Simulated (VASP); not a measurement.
# Ta (Fm-3m) in VASP: further runs

The runs below take Ta through single point, with PBE.

Everything below comes from runs of VASP 6.6.1. Logs are shortened: lines on timing, memory, paths and dates and some standing lists are left out, and cuts for length are marked.

## 1. Starting point

It takes space group Fm-3m (No. 225, cubic). Conventional cell: a = 4.223 Å, b = 4.223 Å, c = 4.223 Å, α = 90.00°, β = 90.00°, γ = 90.00°. Around Ta (site symmetry m-3m) lie 12 Ta at 2.99 Å.

The cell was built by a generator and needn't be a form met in nature.

## 2. Single point, PBE

INCAR reads:

```
PREC = Accurate
ENCUT = 520
EDIFF = 1E-7
ISMEAR = 0
SIGMA = 0.05
LREAL = False
LASPH = True
NELM = 100
ALGO = Normal
ISIF = 2
LWAVE = False
LCHARG = True
GGA = PE
LELF = True
LVHAR = True
NBANDS = 12
```

KPOINTS reads:

```
Automatic mesh
0
Gamma
  18 18 18
```

POSCAR reads:

```
Ta
1.0
    0.0000000000      2.1114925796      2.1114925796
    2.1114925796      0.0000000000      2.1114925796
    2.1114925796      2.1114925796      0.0000000000
Ta
1
Direct
    0.0000000000      0.0000000000      0.0000000000
```

Potentials or basis: VASP PAW PBE potentials, release 64 (Ta_pv).

On the command line:

```bash
$ cat potpaw_PBE.64/Ta_pv/POTCAR > POTCAR
$ mpirun -np 1 vasp_std > vasp.out
```

OUTCAR:

```text
PREC = Accurate
   ENCUT = 520
   EDIFF = 1E-7
   ISMEAR = 0
   LREAL = False
   LASPH = True
   NELM = 100
   ISIF = 2
   GGA = PE

 ion  position               nearest neighbor table
   1  0.000  0.000  0.000-

  LATTYP: Found a face centered cubic cell.
 ALAT       =     4.2229851592

  Lattice vectors:

 A1 = (   0.0000000000,   2.1114925796,   2.1114925796)
 A2 = (   2.1114925796,   0.0000000000,   2.1114925796)
 A3 = (   2.1114925796,   2.1114925796,   0.0000000000)

Analysis of symmetry for initial positions (statically):
=====================================================================
 Subroutine PRICEL returns:
 Original cell was already a primitive cell.

 Routine SETGRP: Setting up the symmetry group for a
 face centered cubic supercell.

 Subroutine GETGRP returns: Found 48 space group operations
 (whereof 48 operations were pure point group operations)
 out of a pool of 48 trial point group operations.

The static configuration has the point symmetry O_h .

Analysis of symmetry for dynamics (positions and initial velocities):
=====================================================================
 Subroutine PRICEL returns:
 Original cell was already a primitive cell.

 Routine SETGRP: Setting up the symmetry group for a
 face centered cubic supercell.

 Subroutine GETGRP returns: Found 48 space group operations
 (whereof 48 operations were pure point group operations)
 out of a pool of 48 trial point group operations.

The dynamic configuration has the point symmetry O_h .

 Subroutine INISYM returns: Found 48 space group operations
 (whereof 48 operations are pure point group operations),
 and found     1 'primitive' translations

----------------------------------------------------------------------------------------

                                     Primitive cell

  volume of cell :      18.8278

  direct lattice vectors                    reciprocal lattice vectors
     0.000000000  2.111492580  2.111492580    -0.236799317  0.236799317  0.236799317
     2.111492580  0.000000000  2.111492580     0.236799317 -0.236799317  0.236799317
     2.111492580  2.111492580  0.000000000     0.236799317  0.236799317 -0.236799317

  length of vectors
     2.986101443  2.986101443  2.986101443     0.410148448  0.410148448  0.410148448

  position of ions in fractional coordinates (direct lattice)
     0.000000000  0.000000000  0.000000000

  ion indices of the primitive-cell ions
   primitive index   ion index
                 1           1

----------------------------------------------------------------------------------------

 KPOINTS: Automatic mesh

Automatic generation of k-mesh.
 Grid dimensions read from file:
 generate k-points for:   18   18   18

 Generating k-lattice:

  Cartesian coordinates                     Fractional coordinates (reciprocal lattice)
    -0.013155518  0.013155518  0.013155518     0.055555556  0.000000000  0.000000000
     0.013155518 -0.013155518  0.013155518     0.000000000  0.055555556  0.000000000
     0.013155518  0.013155518 -0.013155518     0.000000000  0.000000000  0.055555556

  Length of vectors
     0.022786025  0.022786025  0.022786025

  Shift w.r.t. Gamma in fractional coordinates (k-lattice)
     0.000000000  0.000000000  0.000000000

 Subroutine IBZKPT returns following result:
 ===========================================

 Found    195 irreducible k-points:

 Following reciprocal coordinates:
            Coordinates               Weight
  0.000000  0.000000  0.000000      1.000000
  0.055556  0.000000  0.000000      8.000000
  0.111111  0.000000  0.000000      8.000000
  0.166667  0.000000  0.000000      8.000000
  0.222222  0.000000  0.000000      8.000000
  0.277778  0.000000  0.000000      8.000000
[... 16 lines left out ...]
 -0.277778  0.055556  0.000000     24.000000
 -0.222222  0.055556  0.000000     24.000000
 [... further k-points ...]
   k-points           NKPTS =    195   k-points in BZ     NKDIM =    195   number of bands    NBANDS=     12
   number of dos      NEDOS =    301   number of ions     NIONS =      1
   total plane-waves  NPLWV =  13824
   dimension x,y,z NGX =    24 NGY =   24 NGZ =   24
   dimension x,y,z NGXF=    48 NGYF=   48 NGZF=   48
   ions per type =               1
   NGX,Y,Z   is equivalent  to a cutoff of  13.36, 13.36, 13.36 a.u.
   NGXF,Y,Z  is equivalent  to a cutoff of  26.72, 26.72, 26.72 a.u.
 SYSTEM =  unknown system
   PREC   = accura    normal or accurate (medium, high low for compatibility)
   ISTART =      0    job   : 0-new  1-cont  2-samecut
   ICHARG =      2    charge: 1-file 2-atom 10-const
   ISPIN  =      1    spin polarized calculation?
   LNONCOLLINEAR =      F non collinear calculations
   LSORBIT =      F    spin-orbit coupling
   LASPH  =      T    aspherical Exc in radial PAW
   ENCUT  =  520.0 eV  38.22 Ry    6.18 a.u.   5.55  5.55  5.55*2*pi/ulx,y,z
   NELM   =    100;   NELMIN=  2; NELMDL= -5     # of ELM steps
   EDIFF  = 0.1E-06   stopping-criterion for ELM
   LREAL  =      F    real-space projection
   EDIFFG = 0.1E-05   stopping-criterion for IOM
   NSW    =      0    number of steps for IOM
   IBRION =     -1    ionic relax: 0-MD 1-quasi-New 2-CG
   NFREE  =      0    steps in history (QN), initial steepest desc. (CG)
   ISIF   =      2    stress and relaxation
   ISYM   =      2    0-nonsym 1-usesym 2-fastsym
   POTIM  = 0.5000    time-step for ionic-motion
   TEBEG  =    0.0;   TEEND  =   0.0 temperature during run
   PSTRESS=    0.0 pullay stress
   NELECT =      11.0000    total number of electrons
   NUPDOWN=      -1.0000    fix difference up-down
   EMIN   =  10.00;   EMAX   =-10.00  energy-range for DOS
   EFERMI =   0.00;   METHOD = LEGACY
   ISMEAR =     0;   SIGMA  =   0.05  broadening in eV -4-tet -1-fermi 0-gaus
   EFERMI_NEDOS =   21; number of points for ismear=-14 and -15
   IALGO  =     38    algorithm
   IMIX   =      4    mixing-type and parameters
     AMIX     =   0.40;   BMIX     =  1.00
     AMIX_MAG =   1.60;   BMIX_MAG =  1.00
  volume/ion in A,a.u.               =      18.83       127.06
  Fermi-wavevector in a.u.,A,eV,Ry     =   1.368588  2.586257 25.484175  1.873034
  Thomas-Fermi vector in A             =   2.494539
   LORBIT       =      0    0 simple, 1 ext, 2 COOP (PROOUT), +10 PAW based schemes
   GGA     = PE    functional components
   LHFCALC =     F    Hartree Fock is set to
   AEXX    =    0.0000 exact exchange contribution
   IVDW    =     0    specifies the selected vdW correction
   LEPSILON=     F    determine dielectric tensor
   LRPA    =     F    only Hartree local field effects (RPA)
 non-spin polarized calculation
 Gauss-broadening in eV      SIGMA  =   0.05
  energy-cutoff  :      520.00
  volume of cell :       18.83
 maximum number of plane-waves:       531
 NGX is ok and might be reduce to    24
   NGX = 11   NGY = 11   NGZ = 11

 number of electron      11.0000001 magnetization

 Free energy of the ion-electron system (eV)
  ---------------------------------------------------
  ext. energy  EPLUGINS =         0.00000000
  ---------------------------------------------------
  free energy    TOTEN  =       -11.57307053 eV

  energy without entropy =      -11.57123327  energy(sigma->0) =      -11.57215190

 E-fermi :   5.4977     XC(G=0): -12.3969

 val. band max:        5.4911558078   @ k =   0.5000   0.1667   0.0000
 cond. band min:       5.5120336194   @ k =  -0.1667   0.2222   0.0556
 fundamental gap:      0.0208778116
 Fermi energy:         5.4977105051

 k-point     1 :       0.0000    0.0000    0.0000
  band No.  band energies     occupation
      1     -28.1395      2.00000
      2     -28.1395      2.00000
      3     -28.1395      2.00000
      4      -2.6146      2.00000
      5       5.9484      0.00000
      6       5.9484      0.00000
      7       5.9484      0.00000
      8       8.9343      0.00000
      9       8.9343      0.00000
     10      17.9562      0.00000
     11      19.6218      0.00000
     12      22.8008      0.00000

 k-point     2 :       0.0556    0.0000    0.0000
  band No.  band energies     occupation
      1     -28.1720      2.00000
      2     -28.1436      2.00000
      3     -28.1436      2.00000
      4      -2.4907      2.00000
      5       5.8397      0.00000
      6       6.0078      0.00000
      7       6.0078      0.00000
      8       8.8754      0.00000
      9       8.8754      0.00000
     10      18.2179      0.00000
     11      19.6216      0.00000
     12      22.1391      0.00000

 k-point     3 :       0.1111    0.0000    0.0000
  band No.  band energies     occupation
      1     -28.2648      2.00000
      2     -28.1554      2.00000
      3     -28.1554      2.00000
      4      -2.1310      2.00000
      5       5.5567      0.09502
      6       6.1629      0.00000
      7       6.1629      0.00000
      8       8.7415      0.00000
      9       8.7415      0.00000
     10      18.9150      0.00000
     11      19.6207      0.00000
     12      20.9903      0.00000

 k-point     4 :       0.1667    0.0000    0.0000
  band No.  band energies     occupation
      1     -28.4046      2.00000
      2     -28.1735      2.00000
      3     -28.1735      2.00000
      4      -1.5736      2.00000
      5       5.2030      2.00000
      6       6.3329      0.00000
      7       6.3329      0.00000
      8       8.6589      0.00000
      9       8.6589      0.00000
     10      19.2948      0.00000
     11      19.6240      0.00000
     12      20.5022      0.00000

 k-point     5 :       0.2222    0.0000    0.0000
  band No.  band energies     occupation
      1     -28.5722      2.00000
      2     -28.1955      2.00000
      3     -28.1955      2.00000
      4      -0.8890      2.00000
      5       4.9017      2.00000
      6       6.3889      0.00000
      7       6.3889      0.00000
      8       8.7999      0.00000
      9       8.7999      0.00000
     10      18.4435      0.00000
     11      19.6232      0.00000
     12      21.3781      0.00000
[... 228 lines left out ...]
      1     -29.0582      2.00000
      2     -28.2932      2.00000
      3     -28.2597      2.00000
      4       0.8922      2.00000
      5       5.4104      1.98647
      6       5.8024      0.00000
      7       5.9208      0.00000
      8      10.4110      0.00000
      9      11.1893      0.00000
     10      16.0442      0.00000
     11      18.6126      0.00000
     12      19.6293      0.00000

 k-point    22 :      -0.3333    0.0556    0.0000
  band No.  band energies     occupation
      1     -28.9473      2.00000
      2     -28.2806      2.00000
      3     -28.2397      2.00000
      4       0.6238      2.00000
      5       4.9826      2.00000
      6       5.9118      0.00000
      7       6.0899      0.00000
      8       9.6805      0.00000
      9      10.6279      0.00000
     10      16.7443      0.00000
     11      19.6045      0.00000
     12      19.9009      0.00000

 k-point    23 :      -0.2778    0.0556    0.0000
  band No.  band energies     occupation
      1     -28.8004      2.00000
      2     -28.2611      2.00000
      3     -28.2165      2.00000
      4       0.1241      2.00000
      5       4.7213      2.00000
      6       6.1243      0.00000
      7       6.3019      0.00000
      8       8.9704      0.00000
      9       9.9786      0.00000
     10      17.5008      0.00000
     11      19.6213      0.00000
     12      21.2916      0.00000

 k-point    24 :      -0.2222    0.0556    0.0000
  band No.  band energies     occupation
      1     -28.6337      2.00000
      2     -28.2370      2.00000
      3     -28.1926      2.00000
      4      -0.5500      2.00000
      5       4.7576      2.00000
      6       6.3081      0.00000
      7       6.4711      0.00000
      8       8.4402      0.00000
      9       9.4135      0.00000
     10      18.3506      0.00000
     11      19.6234      0.00000
     12      21.6929      0.00000

 [... further k-points ...]

------------------------ aborting loop because EDIFF is reached ----------------------------------------

  FORCE on cell =-STRESS in cart. coord.  units (eV):
  Direction    XX          YY          ZZ          XY          YZ          ZX
  --------------------------------------------------------------------------------------
  -------------------------------------------------------------------------------------
  Total        0.0094993      0.0094993      0.0094993      0.0000000     -0.0000000      0.0000000
  in kB        0.8083614      0.8083614      0.8083614      0.0000000     -0.0000000      0.0000000
  external PRESSURE =       0.8083614 kB  Pullay stress =       0.0000000 kB

 VOLUME and BASIS-vectors are now :
 -----------------------------------------------------------------------------
  energy-cutoff  :      520.00
  volume of cell :       18.83
      direct lattice vectors                 reciprocal lattice vectors
     0.000000000  2.111492580  2.111492580    -0.236799317  0.236799317  0.236799317
     2.111492580  0.000000000  2.111492580     0.236799317 -0.236799317  0.236799317
     2.111492580  2.111492580  0.000000000     0.236799317  0.236799317 -0.236799317

 POSITION                                       TOTAL-FORCE (eV/Angst)
 -----------------------------------------------------------------------------------
      0.00000      0.00000      0.00000        -0.000000      0.000000      0.000000
 -----------------------------------------------------------------------------------
    total drift:                               -0.000000      0.000000      0.000000

  FREE ENERGIE OF THE ION-ELECTRON SYSTEM (eV)
  ---------------------------------------------------
  free  energy   TOTEN  =       -11.5730705316 eV

  energy  without entropy=      -11.5712332726  energy(sigma->0) =      -11.57215190
```

Run time: 22 s. Hardware: 1 thread of AMD EPYC 9R45 (Zen 5), shared host; peak memory 0.14 GiB.

What came out:

```yaml
Free_energy: -11.5731 eV
Pressure: 0.1 GPa
Band_gap_on_the_k_mesh: none (metal or under the smearing width)
```

Spin-orbit coupling is left out, which matters for the levels of Ta.

## 3. Single point, PBE

This run uses another cell than the first one, of 18.13 Å³/atom, 0.963 times its volume.

INCAR reads:

```
  ALGO = Fast
  EDIFF = 1E-6
  ENCUT = 520
  GGA = PE
  ISIF = 2
  ISMEAR = 0
  LASPH = True
  LCHARG = False
  LREAL = False
  LWAVE = False
  NBANDS = 12
  NELM = 60
  PREC = Accurate
  SIGMA = 0.05
```

KPOINTS reads:

```
k-points
0
Gamma
  18 18 18
```

POSCAR reads:

```
Ta
1.0
    0.0000000000      2.0851675935      2.0851675935
    2.0851675935      0.0000000000      2.0851675935
    2.0851675935      2.0851675935      0.0000000000
Ta
1
Direct
    0.0000000000      0.0000000000      0.0000000000
```

Potentials or basis: VASP PAW PBE potentials, release 64 (Ta_pv).

On the command line:

```bash
$ cat potpaw_PBE.64/Ta_pv/POTCAR > POTCAR
$ mpirun -np 1 vasp_std > vasp.out
```

OUTCAR:

```text
EDIFF = 1E-6
   ENCUT = 520
   GGA = PE
   ISIF = 2
   ISMEAR = 0
   LASPH = True
   LREAL = False
   NELM = 60
   PREC = Accurate

 ion  position               nearest neighbor table
   1  0.000  0.000  0.000-

  LATTYP: Found a face centered cubic cell.
 ALAT       =     4.1703351870

  Lattice vectors:

 A1 = (   0.0000000000,   2.0851675935,   2.0851675935)
 A2 = (   2.0851675935,   0.0000000000,   2.0851675935)
 A3 = (   2.0851675935,   2.0851675935,   0.0000000000)

[... 540 lines left out ...]
     12      22.4252      0.00000

 [... further k-points ...]

------------------------ aborting loop because EDIFF is reached ----------------------------------------

  FORCE on cell =-STRESS in cart. coord.  units (eV):
  Direction    XX          YY          ZZ          XY          YZ          ZX
  --------------------------------------------------------------------------------------
  -------------------------------------------------------------------------------------
  Total        0.8761525      0.8761525      0.8761525      0.0000000      0.0000000     -0.0000000
  in kB       77.4171866     77.4171866     77.4171866      0.0000000      0.0000000     -0.0000000
  external PRESSURE =      77.4171866 kB  Pullay stress =       0.0000000 kB

 VOLUME and BASIS-vectors are now :
 -----------------------------------------------------------------------------
  energy-cutoff  :      520.00
  volume of cell :       18.13
      direct lattice vectors                 reciprocal lattice vectors
     0.000000000  2.085167594  2.085167594    -0.239788879  0.239788879  0.239788879
     2.085167594  0.000000000  2.085167594     0.239788879 -0.239788879  0.239788879
     2.085167594  2.085167594  0.000000000     0.239788879  0.239788879 -0.239788879

 POSITION                                       TOTAL-FORCE (eV/Angst)
 -----------------------------------------------------------------------------------
      0.00000      0.00000      0.00000         0.000000      0.000000      0.000000
 -----------------------------------------------------------------------------------
    total drift:                               -0.000000      0.000000     -0.000000

  FREE ENERGIE OF THE ION-ELECTRON SYSTEM (eV)
  ---------------------------------------------------
  free  energy   TOTEN  =       -11.5563601513 eV

  energy  without entropy=      -11.5542993314  energy(sigma->0) =      -11.55532974
```

OSZICAR:

```text
N       E                     dE             d eps       ncg     rms          rms(c)
DAV:   1     0.619820065124E+02    0.61982E+02   -0.61653E+03  4696   0.878E+02
DAV:   2    -0.109567854705E+02   -0.72939E+02   -0.71071E+02  5184   0.246E+02
DAV:   3    -0.120317625725E+02   -0.10750E+01   -0.10634E+01  5628   0.280E+01
DAV:   4    -0.120348165679E+02   -0.30540E-02   -0.30538E-02  5172   0.165E+00
DAV:   5    -0.120348266138E+02   -0.10046E-04   -0.10046E-04  5660   0.905E-02    0.131E+01
RMM:   6    -0.116730753985E+02    0.36175E+00   -0.24465E-01  4972   0.419E+00    0.638E+00
RMM:   7    -0.115568176624E+02    0.11626E+00   -0.27498E-01  5208   0.434E+00    0.358E-01
RMM:   8    -0.115562652158E+02    0.55245E-03   -0.11353E-02  5680   0.988E-01    0.287E-01
RMM:   9    -0.115563902792E+02   -0.12506E-03   -0.15434E-03  5855   0.353E-01    0.615E-02
RMM:  10    -0.115563604517E+02    0.29828E-04   -0.20143E-04  5992   0.124E-01    0.119E-02
RMM:  11    -0.115563595854E+02    0.86623E-06   -0.39087E-05  5951   0.498E-02    0.203E-03
RMM:  12    -0.115563601513E+02   -0.56588E-06   -0.49703E-06  5041   0.158E-02
   1 F= -.11556360E+02 E0= -.11555330E+02  d E =-.206082E-02
```

stdout:

```text
POSCAR found type information on POSCAR Ta
 POSCAR found :  1 types and       1 ions
 scaLAPACK will be used
 LDA part: xc-table for (Slater+PW92), standard interpolation
 POSCAR, INCAR and KPOINTS ok, starting setup
 FFT: planning ... GRIDC
 FFT: planning ... GRID_SOFT
 FFT: planning ... GRID
 WAVECAR not read
 entering main loop
```

It took 23 s on 1 thread of AMD EPYC 9R45 (Zen 5), shared host; peak memory 0.14 GiB.

What came out:

```yaml
Free_energy: -11.5564 eV
Pressure: 7.7 GPa
Band_gap_on_the_k_mesh: none (metal or under the smearing width)
```

Levels at points of the mesh, in eV from the Fermi level:
```tsv
k point	band 3	band 4	band 5	band 6	band 7	band 8
(0.00, 0.00, 0.00)	-33.50	-8.28	0.43	0.43	0.43	3.58
(0.50, 0.00, 0.00)	-33.65	-4.76	0.19	0.19	0.80	6.03
(0.50, 0.50, 0.00)	-33.91	-4.59	-3.52	3.09	6.02	6.76
```

The run has no spin-orbit coupling, so splittings on Ta are missing.

(Continued in part 2 of 2.)
